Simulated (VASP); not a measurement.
# TiB2 (P6/mmm) in VASP: notebook, part 2 of 2

VASP 6.6.1. Earlier steps stand in the parts before.

## 3. Relaxation of cell and atoms, PBE

INCAR

```
SYSTEM = TiB2
ALGO     = Fast           ! electronic algorithm
EDIFF    = 0.05           ! SCF threshold, eV
EDIFFG   = -0.002         ! ionic threshold
ENCUT    = 520            ! plane-wave cutoff, eV
GGA      = PE             ! functional
IBRION   = 2              ! ionic algorithm
ISIF     = 3              ! what is computed and relaxed
ISMEAR   = 0              ! smearing method
LASPH    = .True.         ! aspherical terms in the spheres
LCHARG   = .False.        ! write CHGCAR
LREAL    = .False.        ! projectors in reciprocal space
LWAVE    = .False.        ! write WAVECAR
NELM     = 100            ! most SCF steps
NSW      = 80             ! ionic steps
PREC     = Accurate       ! precision mode
SIGMA    = 0.1            ! smearing width, eV
```

KPOINTS

```
k-points
0
Gamma
  15 15 14
  0 0 0
```

POSCAR

```
TiB2                                    
1.0
    3.0326541121     -0.0000000000      0.0000000000
   -1.5163270560      2.6263554988      0.0000000000
    0.0000000000     -0.0000000000      3.2247904415
  Ti              B             
     1     2
Direct
     0.0000000000000000    0.0000000000000000    0.0000000000000000
     0.3333333300000021    0.6666666699999979    0.5000000000000000
     0.6666666699999979    0.3333333300000021    0.5000000000000000
```

Potentials or basis: VASP PAW PBE potentials, release 64 (Ti_sv, B).

Command:

```console
$ cat potpaw_PBE.64/Ti_sv/POTCAR potpaw_PBE.64/B/POTCAR > POTCAR
$ mpirun -np 1 vasp_std > vasp.out
```

OUTCAR:

```text
SYSTEM = TiB2
   EDIFF = 0.05
   EDIFFG = -0.002
   ENCUT = 520
   GGA = PE
   IBRION = 2
   ISIF = 3
   ISMEAR = 0
   LASPH = .True.
   LREAL = .False.
   NELM = 100
   NSW = 80
   PREC = Accurate

 ion  position               nearest neighbor table
   1  0.000  0.000  0.000-   2 2.38   3 2.38   2 2.38   3 2.38   2 2.38   2 2.38   3 2.38   3 2.38
                             3 2.38   3 2.38   2 2.38   2 2.38
   2  0.333  0.667  0.500-   3 1.75   3 1.75   3 1.75   1 2.38   1 2.38   1 2.38   1 2.38   1 2.38
                             1 2.38
   3  0.667  0.333  0.500-   2 1.75   2 1.75   2 1.75   1 2.38   1 2.38   1 2.38   1 2.38   1 2.38
                             1 2.38

  LATTYP: Found a hexagonal cell.
 ALAT       =     3.0326541121
 C/A-ratio  =     1.0633558336

  Lattice vectors:

 A1 = (   3.0326541121,   0.0000000000,   0.0000000000)
 A2 = (  -1.5163270560,   2.6263554988,   0.0000000000)
 A3 = (   0.0000000000,   0.0000000000,   3.2247904415)

Analysis of symmetry for initial positions (statically):
=====================================================================
 Subroutine PRICEL returns:
 Original cell was already a primitive cell.

 Routine SETGRP: Setting up the symmetry group for a
 hexagonal supercell.

 Subroutine GETGRP returns: Found 24 space group operations
 (whereof 24 operations were pure point group operations)
 out of a pool of 24 trial point group operations.

The static configuration has the point symmetry D_6h.

Analysis of symmetry for dynamics (positions and initial velocities):
=====================================================================
 Subroutine PRICEL returns:
 Original cell was already a primitive cell.

 Routine SETGRP: Setting up the symmetry group for a
 hexagonal supercell.

 Subroutine GETGRP returns: Found 24 space group operations
 (whereof 24 operations were pure point group operations)
 out of a pool of 24 trial point group operations.

The dynamic configuration has the point symmetry D_6h.

 Subroutine INISYM returns: Found 24 space group operations
 (whereof 24 operations are pure point group operations),
 and found     1 'primitive' translations

----------------------------------------------------------------------------------------

                                     Primitive cell

  volume of cell :      25.6849

  direct lattice vectors                    reciprocal lattice vectors
     3.032654112  0.000000000  0.000000000     0.329744166  0.190377883  0.000000000
    -1.516327056  2.626355499  0.000000000     0.000000000  0.380755766  0.000000000
     0.000000000  0.000000000  3.224790442     0.000000000  0.000000000  0.310097669

  length of vectors
     3.032654112  3.032654109  3.224790442     0.380755766  0.380755766  0.310097669

  position of ions in fractional coordinates (direct lattice)
     0.000000000  0.000000000  0.000000000
     0.333333330  0.666666670  0.500000000
     0.666666670  0.333333330  0.500000000

  ion indices of the primitive-cell ions
   primitive index   ion index
                 1           1
                 2           2
                 3           3

----------------------------------------------------------------------------------------

 KPOINTS: k-points

Automatic generation of k-mesh.
 Grid dimensions read from file:
[... 76 lines left out ...]
   NELECT =      18.0000    total number of electrons
   NUPDOWN=      -1.0000    fix difference up-down
   EMIN   =  10.00;   EMAX   =-10.00  energy-range for DOS
   EFERMI =   0.00;   METHOD = LEGACY
   ISMEAR =     0;   SIGMA  =   0.10  broadening in eV -4-tet -1-fermi 0-gaus
   EFERMI_NEDOS =   21; number of points for ismear=-14 and -15
   IALGO  =     68    algorithm
   IMIX   =      4    mixing-type and parameters
     AMIX     =   0.40;   BMIX     =  1.00
     AMIX_MAG =   1.60;   BMIX_MAG =  1.00
  volume/ion in A,a.u.               =       8.56        57.78
  Fermi-wavevector in a.u.,A,eV,Ry     =   1.454140  2.747927 28.769854  2.114525
  Thomas-Fermi vector in A             =   2.571326
   LORBIT       =      0    0 simple, 1 ext, 2 COOP (PROOUT), +10 PAW based schemes
   GGA     = PE    functional components
   LHFCALC =     F    Hartree Fock is set to
   AEXX    =    0.0000 exact exchange contribution
   IVDW    =     0    specifies the selected vdW correction
   LEPSILON=     F    determine dielectric tensor
   LRPA    =     F    only Hartree local field effects (RPA)
 conjugate gradient relaxation of ions
 non-spin polarized calculation
 RMM-DIIS sequential band-by-band and
 Gauss-broadening in eV      SIGMA  =   0.10
  energy-cutoff  :      520.00
  volume of cell :       25.68
 maximum number of plane-waves:       719
 NGX is ok and might be reduce to    24
   NGX = 11   NGY = 11   NGZ = 11

--------------------------------------- Ionic step        1  -------------------------------------------

 number of electron      18.0000001 magnetization

 Free energy of the ion-electron system (eV)
  ---------------------------------------------------
  ext. energy  EPLUGINS =         0.00000000
  ---------------------------------------------------
  free energy    TOTEN  =       -24.44143427 eV

  energy without entropy =      -24.43960129  energy(sigma->0) =      -24.44051778

------------------------ aborting loop because EDIFF is reached ----------------------------------------

  FORCE on cell =-STRESS in cart. coord.  units (eV):
  Direction    XX          YY          ZZ          XY          YZ          ZX
  --------------------------------------------------------------------------------------
  -------------------------------------------------------------------------------------
  Total       -5.0299440     -5.0299440     -3.9353169     -0.0000000     -0.0000000      0.0000000
  in kB     -313.7587488   -313.7587480   -245.4779057     -0.0000000     -0.0000000      0.0000000
  external PRESSURE =    -290.9984675 kB  Pullay stress =       0.0000000 kB
[... 92 lines left out ...]
  FREE ENERGIE OF THE ION-ELECTRON SYSTEM (eV)
  ---------------------------------------------------
  free  energy   TOTEN  =       -24.1916214124 eV

  energy  without entropy=      -24.1900476167  energy(sigma->0) =      -24.19083451

[... ionic steps 4 to 14 ...]

--------------------------------------- Ionic step       15  -------------------------------------------

 number of electron      18.0000001 magnetization

------------------------ aborting loop because EDIFF is reached ----------------------------------------
[... 69 lines left out ...]
--------------------------------------- Ionic step       17  -------------------------------------------

 number of electron      18.0000001 magnetization

 Free energy of the ion-electron system (eV)
  ---------------------------------------------------
  ext. energy  EPLUGINS =         0.00000000
  ---------------------------------------------------
  free energy    TOTEN  =       -24.43028801 eV

  energy without entropy =      -24.42840520  energy(sigma->0) =      -24.42934661

 E-fermi :  10.0147     XC(G=0): -12.7637

 val. band max:        9.9702424425   @ k =   0.2667   0.2000   0.0000
 cond. band min:      10.0150126415   @ k =   0.2000   0.2000   0.1429
 fundamental gap:      0.0447701990
 Fermi energy:        10.0146670850

 k-point     1 :       0.0000    0.0000    0.0000
  band No.  band energies     occupation
      1     -46.9702      2.00000
      2     -23.3217      2.00000
      3     -23.0086      2.00000
      4     -23.0086      2.00000
      5      -3.5122      2.00000
      6       7.3733      2.00000
      7       7.3733      2.00000
      8       7.6839      2.00000
      9       7.8817      2.00000
     10      11.8739      0.00000
     11      11.8739      0.00000
     12      13.6461      0.00000
     13      13.6461      0.00000
[... 354 lines left out ...]
  band No.  band energies     occupation
      1     -46.9123      2.00000
      2     -23.3604      2.00000
      3     -23.2481      2.00000
      4     -23.1890      2.00000
      5       1.0727      2.00000
      6       1.1920      2.00000
      7       4.1390      2.00000
      8       7.2859      2.00000
      9       9.3942      2.00000
     10       9.9455      1.67192
     11      11.9728      0.00000
     12      12.6513      0.00000
     13      15.6810      0.00000

 [... further k-points ...]

------------------------ aborting loop because EDIFF is reached ----------------------------------------

  FORCE on cell =-STRESS in cart. coord.  units (eV):
  Direction    XX          YY          ZZ          XY          YZ          ZX
  --------------------------------------------------------------------------------------
  -------------------------------------------------------------------------------------
  Total        0.0058563      0.0058563      0.0011174      0.0000000     -0.0000000      0.0000000
  in kB        0.3653086      0.3653086      0.0697046      0.0000000     -0.0000000      0.0000000
  external PRESSURE =       0.2667739 kB  Pullay stress =       0.0000000 kB
[... 18 lines left out ...]
  FREE ENERGIE OF THE ION-ELECTRON SYSTEM (eV)
  ---------------------------------------------------
  free  energy   TOTEN  =       -24.4302880143 eV

  energy  without entropy=      -24.4284051987  energy(sigma->0) =      -24.42934661

 reached required accuracy - stopping structural energy minimisation
```

Run time: 2.3 min. Hardware: 1 thread of Intel Xeon Platinum 8488C (Sapphire Rapids), shared host; peak memory 0.21 GiB.

Results:

* Free energy: -24.4303 eV
* Energy gained by relaxing: -3.7 meV/atom
* Ionic steps: 17
* Pressure after relaxing: 0.0 GPa
* Band gap on the k mesh: none (metal or under the smearing width)

The path:
```tsv
step	energy change (eV)	largest force (eV/Å)	pressure (GPa)	volume (Å³)
1	0.0000	0.0000	-29.10	25.68
2	1.4404	0.0000	54.52	20.32
3	0.2498	0.0000	40.31	23.44
4	0.0765	0.0000	17.03	24.68
5	0.0395	0.0000	12.61	25.04
6	0.0266	0.0000	8.40	25.36
7	0.0191	0.0000	6.34	25.52
8	0.0146	0.0000	4.35	25.60
9	0.0126	0.0000	2.95	25.64
10	0.0118	0.0000	1.93	25.66
11	0.0114	0.0000	1.27	25.67
12	0.0112	0.0000	0.78	25.68
13	0.0112	0.0000	0.35	25.68
14	0.0111	0.0000	0.19	25.68
15	0.0111	0.0000	0.10	25.68
16	0.0111	0.0000	0.03	25.68
17	0.0111	0.0000	0.03	25.68
```

Final structure:
```yaml
crystal:
  lattice:
    - [3.03265, 0.00000, 0.00000]
    - [-1.51632, 2.62635, 0.00000]
    - [0.00000, 0.00000, 3.22478]
  atoms:
    - { symbol: Ti, position: [0.00000, 0.00000, 0.00000] }
    - { symbol: B, position: [0.33333, 0.66667, 0.50000] }
    - { symbol: B, position: [0.66667, 0.33333, 0.50000] }
```
